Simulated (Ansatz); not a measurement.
TiTe2:

```xyz
3
Lattice="3.7770 0.0000 0.0000 -1.8885 3.2710 0.0000 0.0000 0.0000 6.4980" Properties=species:S:1:pos:R:3 pbc="T T T"
Te    0.0000    2.1807    4.7903
Te    1.8885    1.0903    1.7077
Ti    0.0000    0.0000    0.0000
```

```yaml
Program: Ansatz 0.2.0
Task: relaxation of cell and atoms
Functional: PBEsol
Dispersion: D4
Potentials_or_basis: Ansatz PAW
Cutoff: "420 eV (not typed: the program's choice for these potentials)"
k_mesh: 8 × 8 × 4
Occupations: fermi-dirac, width 0.05 eV
Spin: no spin polarisation
```

At the start: volume 26.76 Å³/atom.

**Question.** Where does the relaxation end?

**Answer.** It ends after 6 steps and the volume is 24.49 Å³/atom (-8.5 %); space group P-3m1 (No. 164, to 0.05 Å).

The path:
```tsv
step	energy change (eV)	largest force (eV/Å)	volume (Å³)
1	0.0000	0.1303	80.28
2	-0.0374	0.2203	69.55
3	-0.0741	0.0836	74.55
4	-0.0774	0.0058	73.69
5	-0.0776	0.0005	73.47
6	-0.0765	0.0005	73.47
```

Final structure:
```
Te Ti
1.0
     3.67077    0.00000    0.00000
    -1.83538    3.17898    0.00000
     0.00000    0.00000    6.29559
Te Ti
2 1
Direct
  0.33333 0.66667 0.72708
  0.66667 0.33333 0.27292
  0.00000 0.00000 0.00000
```

Caveat: the plane-wave basis is chosen anew once the cell has moved, so the energies of steps on either side of that aren't comparable; the PAW data sets come from PBE, with cores solved anew for the run's functional, which leaves a small shift of forces and pressure.
